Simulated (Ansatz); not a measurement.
# TiB2: response to strain

TiB2 is deformed so: equal xx and yy strain of -1 %. What stress and forces result, by LAPW, PAW and all-electron datasets made for the crystal?

Program: Ansatz 0.2.0. Level of theory: DFT PBE, scalar-relativistic. These are calculated values, not measurements.

**1. The structure to begin with**

It takes space group P6/mmm (No. 191, hexagonal). The conventional cell has a = 3.029 Å, b = 3.029 Å, c = 3.228 Å, α = 90.00°, β = 90.00°, γ = 120.00°. Ti (site symmetry 6/mmm) has 12 B at 2.38 Å as nearest neighbours. B (site symmetry -6m2) is surrounded by 3 B at 1.75 Å and 6 Ti at 2.38 Å.

Structure file:

```xyz
3
Lattice="3.0292 0.0000 0.0000 -1.5146 2.6234 0.0000 0.0000 0.0000 3.2284" Properties=species:S:1:pos:R:3 pbc="T T T"
Ti    0.0000    0.0000    0.0000
B     0.0000    1.7489    1.6142
B     1.5146    0.8745    1.6142
```

Atoms are numbered in the order of the input: Ti1, B2, B3.

**2. After the deformation**

Space group P6/mmm before, P6/mmm after.

**3. All-electron LAPW**

The input, input.yaml:

```yaml
crystal:
  lattice:
    - [2.9989062196, 0.0, 0.0]
    - [-1.4994531098, 2.5971289697, 0.0]
    - [0.0, 0.0, 3.2284]
  atoms:
    - { symbol: Ti, position: [0.0, 0.0, 0.0] }
    - { symbol: B, position: [0.3333333333, 0.6666666667, 0.5] }
    - { symbol: B, position: [0.6666666667, 0.3333333333, 0.5] }
kpoints:
  mp_grid: { grid: [15, 15, 13] }
  band_path:
    path:
      - [0.0, 0.0, 0.0]
      - [0.5, 0.0, 0.0]
      - [0.3333333333, 0.3333333333, 0.0]
      - [0.0, 0.0, 0.0]
      - [0.0, 0.0, 0.5]
      - [0.5, 0.0, 0.5]
      - [0.3333333333, 0.3333333333, 0.5]
      - [0.0, 0.0, 0.5]
      - [0.5, 0.0, 0.5]
    npoints: 5
scf:
  occupations: { method: fermi_dirac, width: 0.08 }
hamiltonian:
  xc: pbe
  pseudopotentials: { kind: all_electron, lapw: { basis_error: 0.001 } }
output:
  forces: true
  stress: true
  eigenvalues: true
```

On the command line:

```bash
$ ansatz run input.yaml --threads 1 --pin off --max-ram 6144MiB --backend cpu --events-out ev --progress --plain --runs-dir out
```

**4. PAW with frozen cores**

The input, input.yaml:

```yaml
crystal:
  lattice:
    - [2.9989062196, 0.0, 0.0]
    - [-1.4994531098, 2.5971289697, 0.0]
    - [0.0, 0.0, 3.2284]
  atoms:
    - { symbol: Ti, position: [0.0, 0.0, 0.0] }
    - { symbol: B, position: [0.3333333333, 0.6666666667, 0.5] }
    - { symbol: B, position: [0.6666666667, 0.3333333333, 0.5] }
kpoints:
  mp_grid: { grid: [15, 15, 13] }
scf:
  occupations: { method: fermi_dirac, width: 0.08 }
hamiltonian:
  xc: pbe
  pseudopotentials: { kind: paw }
output:
  forces: true
  stress: true
  eigenvalues: true
  efg: { contact_densities: true }
```

**5. All-electron PAW on datasets made for the crystal**

input.yaml, as its differences from that of step 4:

```diff
@@ -15,3 +15,3 @@
   xc: pbe
-  pseudopotentials: { kind: paw }
+  pseudopotentials: { kind: all_electron, datasets: crystal }
 output:
```

(Steps that only read results are left out.)

**Question.** What will these runs give? Wanted: pressure; largest shear or deviatoric stress.

The runs gave:

```
                                 quantity                                           value
                                 pressure  LAPW 6.00, PAW 5.99, crystal datasets 6.00 GPa
largest shear or deviatoric stress (LAPW)                                        4.26 GPa
```

What this shows: The largest part of the stress beyond the pressure is 4.26 GPa in size, in the zz component; the atoms are carried along and not relaxed. No run of the undeformed cell stands beside it, so the pressure holds what the given cell had before the change. PAW: stress within 0.04 GPa of LAPW. Crystal datasets: stress within 0.01 GPa of LAPW.
